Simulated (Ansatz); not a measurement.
Start from ZnTe in the zinc blende structure (space group F-43m, No. 216; a = 6.1134 Å). Axes: x, y, z lie along the cube axes.

One thing is altered: uniaxial strain ε_yy = +1.59 %, all other strain components held at zero; the atoms relax in the strained cell.

Level of theory: r2SCAN (Ansatz, a quantum-chemistry and plane-wave program; PAW; 500 eV plane waves; no spin-orbit coupling).

Problem. Give the band edges at the high-symmetry points of the new zone, measured from its valence-band maximum.

Solution. 
| point | valence edge (eV) | conduction edge (eV) |
|---|---|---|
| Γ | 0.00 | 1.69 |
| X | -2.19 | 2.54 |
| P | -2.58 | 4.75 |
| N | -0.86 | 2.16 |
| M | -2.12 | 2.68 |
| S | -1.73 | 3.10 |
| S₀ | -1.73 | 3.10 |
| R | -2.59 | 4.87 |
| G | -2.59 | 4.87 |

The gap is 1.69 eV, direct at Γ.

With Te present, leaving out spin-orbit coupling can change the band edges. No phonon test of stability was made. k-point labels follow each cell's own Brillouin zone.
